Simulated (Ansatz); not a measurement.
## Strain response of NbP

All numbers below come from DFT PBEsol, scalar-relativistic, plane waves, PAW (Ansatz 0.2.0). Run with 420 eV cutoff, 10×10×4 k-mesh, Gaussian smearing of 0.10 eV, no spin polarisation.

The relaxed crystal:

```yaml
crystal:
  lattice:
    - [3.32025, 0.00000, 0.00000]
    - [0.00000, 3.32025, 0.00000]
    - [0.00000, 0.00000, 11.29039]
  atoms:
    - { symbol: Nb, position: [0.50000, 0.50000, 0.00019] }
    - { symbol: Nb, position: [0.00000, 0.50000, 0.75019] }
    - { symbol: Nb, position: [0.00000, 0.00000, 0.50019] }
    - { symbol: Nb, position: [0.50000, 0.00000, 0.25019] }
    - { symbol: P, position: [0.00000, 0.00000, 0.08244] }
    - { symbol: P, position: [0.50000, 0.00000, 0.83244] }
    - { symbol: P, position: [0.50000, 0.50000, 0.58244] }
    - { symbol: P, position: [0.00000, 0.50000, 0.33244] }
```

Deformation: uniaxial strain along a, with the lengths of b and c and the atoms relaxed and the angles held, all within the symmetry that the strain leaves. Energies are extrapolated to zero smearing. On this cell's mesh the reference holds a stress of up to 0.12 GPa.

Problem. Give the structure at +1.0 %.

Solution.
```yaml
crystal:
  lattice:
    - [3.35345, 0.00000, 0.00000]
    - [0.00000, 3.30712, 0.00000]
    - [0.00000, 0.00000, 11.26226]
  atoms:
    - { symbol: Nb, position: [0.50000, 0.50000, 0.00051] }
    - { symbol: Nb, position: [0.00000, 0.50000, 0.75007] }
    - { symbol: Nb, position: [0.00000, 0.00000, 0.50051] }
    - { symbol: Nb, position: [0.50000, 0.00000, 0.25007] }
    - { symbol: P, position: [0.00000, 0.00000, 0.08260] }
    - { symbol: P, position: [0.50000, 0.00000, 0.83208] }
    - { symbol: P, position: [0.50000, 0.50000, 0.58260] }
    - { symbol: P, position: [0.00000, 0.50000, 0.33208] }
```
Space group Imm2 (44), 1.1 meV/atom over the relaxed crystal.